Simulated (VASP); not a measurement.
Here is a VASP 6.6.1 calculation.

File POSCAR:

```
BN
1.0
    2.4982400000      0.0000000000      0.0000000000
   -1.2491200000      2.1635393048      0.0000000000
    0.0000000000      0.0000000000      6.6357000000
N B
2 2
Direct
    0.6666666667      0.3333333333      0.2500000000
    0.3333333333      0.6666666667      0.7500000000
    0.6666666667      0.3333333333      0.7500000000
    0.3333333333      0.6666666667      0.2500000000
```

File INCAR.step1:

```
SYSTEM = BN
  ALGO = Fast
  EDIFF = 1E-8
  ENCUT = 450
  GGA = PE
  ISMEAR = 0
  LASPH = .True.
  LCHARG = .False.
  LREAL = .False.
  LWAVE = .True.
  NELM = 100
  PREC = Accurate
  SIGMA = 0.01
```

The input INCAR.step2:

```
SYSTEM = BN
  ALGO = Exact
  EDIFF = 1E-8
  ENCUT = 450
  GGA = PE
  ISMEAR = 0
  ISTART = 1
  LASPH = .True.
  LCHARG = .False.
  LOPTICS = .True.
  LREAL = .False.
  LWAVE = .True.
  NBANDS = 204
  NELM = 1
  PREC = Accurate
  SIGMA = 0.01
```

File INCAR.step3:

```
SYSTEM = BN
  ALGO = EVGW0
  EDIFF = 1E-8
  ENCUT = 450
  ENCUTGW = 180
  GGA = PE
  ISMEAR = 0
  ISTART = 1
  LASPH = .True.
  LCHARG = .False.
  LREAL = .False.
  LWAVE = .False.
  NBANDS = 204
  NBANDSGW = 16
  NELMGW = 1
  NOMEGA = 50
  PREC = Accurate
  PRECFOCK = Fast
  SIGMA = 0.01
```

KPOINTS

```
k-points
0
Gamma
  6 6 2
  0 0 0
```

Potentials or basis: VASP PAW PBE potentials, release 64 (N_GW, B_GW).

Command:

```console
$ cat potpaw_PBE.64/N_GW/POTCAR potpaw_PBE.64/B_GW/POTCAR > POTCAR
$ cp INCAR.step1 INCAR
$ mpirun -np 1 vasp_std > vasp.out
$ cp INCAR.step2 INCAR
$ mpirun -np 1 vasp_std > vasp.out
$ cp INCAR.step3 INCAR
$ mpirun -np 1 vasp_std > vasp.out
```

Problem. Predict the quasiparticle gap.

Solution. 5.91 eV.

Problem. What does it give for the least direct quasiparticle gap?

Solution. 6.39 eV.

Problem. What does it give for the band gap on the k mesh, mean-field level?

Solution. 4.29 eV, indirect (least direct gap 4.67 eV).

Caveat: the k mesh is coarse (spacing up to 0.48 Å⁻¹), so the values aren't converged; bands, screening cutoff and mesh are small and nothing is extrapolated, so the quasiparticle values aren't converged. A k mesh can miss the band edges.
